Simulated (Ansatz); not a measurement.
Level of theory: Ansatz 0.2.0, DFT PBE, scalar-relativistic, plane waves, PAW. All cells share a 420 eV cutoff and Γ-centred k meshes spaced at most about 0.3 Å⁻¹ (about 0.25 or finer for metals, 2π included). No spin polarisation in the final relaxations.

These are static total energies at zero pressure. All come from trial cells, and lower structures may exist.

**Question.** Which of these relaxed structures of Se is the lowest in energy?
A.

```
CELL_PARAMETERS angstrom
5.13738 0.00000 0.00000
0.00000 5.13738 0.00000
0.00000 0.00000 5.13738
ATOMIC_POSITIONS crystal
Se 0.00000 0.50000 0.50000
Se 0.50000 0.00000 0.50000
Se 0.50000 0.50000 0.00000
Se 0.50000 0.50000 0.50000
```

B.

```
CELL_PARAMETERS angstrom
4.48005 0.00000 0.00000
-2.24002 3.87984 0.00000
0.00000 0.00000 4.10243
ATOMIC_POSITIONS crystal
Se 0.33333 0.66667 0.00000
Se 0.66667 0.33333 0.00000
```

**Answer.** B. It has space group P6/mmm (No. 191); the next, A, with space group Pm-3m (No. 221), lies 259 meV/atom higher. Counting all near atoms (those within 1.25 times the shortest such distance or 1.15 times the sum of covalent radii, 1.27 where that leaves under three; a slash parts the counts of unlike sites), the lowest has Se 3 and the next has Se 2/6.

Weakly bound directions are ill-defined at this level, which has no dispersion term (P6/mmm), and this can change margins and order among such cells. A magnetic state wasn't ruled out in cells without spin, among them P6/mmm, Pm-3m. Cells relaxed within their symmetry can be saddle points. The part of the Crystallography Open Database at hand lists Se in space groups No. 14, 148, 152, 154, 166 and others; no cell shown has one of them. Some types were kept out of the candidates beforehand, so the set may lack a known form.
